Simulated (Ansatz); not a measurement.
**Property card for HfO$_{2}$**

All numbers below come from DFT r2SCAN, scalar-relativistic, plane waves, PAW (Ansatz).

Cutoff 500 eV; k points 6×6×6 on the computed 12-atom cell (Γ-centred); Gaussian smearing, width 0.02 eV; no spin polarisation.

The structure is relaxed at this level of theory with its symmetry kept.

```
Hf O
1.0
     5.11419    0.00000   -0.00625
     0.00000    5.18172    0.00000
    -0.86439    0.00000    5.22446
Hf O
4 8
Direct
  0.27620 0.04183 0.20821
  0.72380 0.54183 0.29179
  0.72380 0.95817 0.79179
  0.27620 0.45817 0.70821
  0.44795 0.75765 0.47850
  0.55205 0.25765 0.02150
  0.55205 0.24235 0.52150
  0.44795 0.74235 0.97850
  0.07006 0.33377 0.34402
  0.92994 0.83377 0.15598
  0.92994 0.66623 0.65598
  0.07006 0.16623 0.84402
```

Question: Formation energy from the elements' standard states (uncorrected)?

Answer: -3.802 eV/atom.

Question: Generalised Kohn–Sham band gap?

Answer: 4.59 eV, indirect from Γ to Y2.

Question: Löwdin character of the top 1 eV of the valence band?

Answer: O 2p 93 %.

Question: Löwdin character of the lowest 1 eV of the conduction band?

Answer: Hf 5d 83 %, O 2p 11 %.

Question: Electron masses at the edge by Cartesian direction of the standard setting (m_e; degenerate bands sorted by energy; no spin-orbit coupling)?

Answer: x: 1.2; y: 1.0; z: 3.0.

Question: Hole masses at the edge by Cartesian direction of the standard setting (m_e; degenerate bands sorted by energy; no spin-orbit coupling)?

Answer: x: 8.0; y: 2.0; z: 2.1.

Spin-orbit coupling is left out, which matters for the bands of heavy elements.